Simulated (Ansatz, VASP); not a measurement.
## One calculation of Cd, two programs

```
CELL_PARAMETERS angstrom
0.00000 2.31869 2.31869
2.31869 0.00000 2.31869
2.31869 2.31869 0.00000
ATOMIC_POSITIONS crystal
Cd 0.00000 0.00000 0.00000
```

Alike in both runs: task single point; functional revPBE; k mesh 13 × 13 × 13; occupations fermi-dirac, width 0.1 eV; no spin polarisation.

|  | VASP | Ansatz |
| --- | --- | --- |
| version | VASP 6.6.1 | Ansatz 0.2.0 |
| potentials or method | VASP PAW PBE potentials, release 64 (Cd) | plane waves (420 eV) with PAW, scalar-relativistic |
| plane-wave cutoff (eV) | 520 | 420 |
| valence electrons in the cell | 12 | 20 |

|  | VASP | Ansatz | Ansatz less VASP |
| --- | --- | --- | --- |
| pressure (GPa) | -1.1 | -1.3 | -0.16 |

The two sets of potentials don't hold the same shells in valence.

Caveats: the PAW data sets were made with another functional, which shifts forces and pressure a little (VASP).
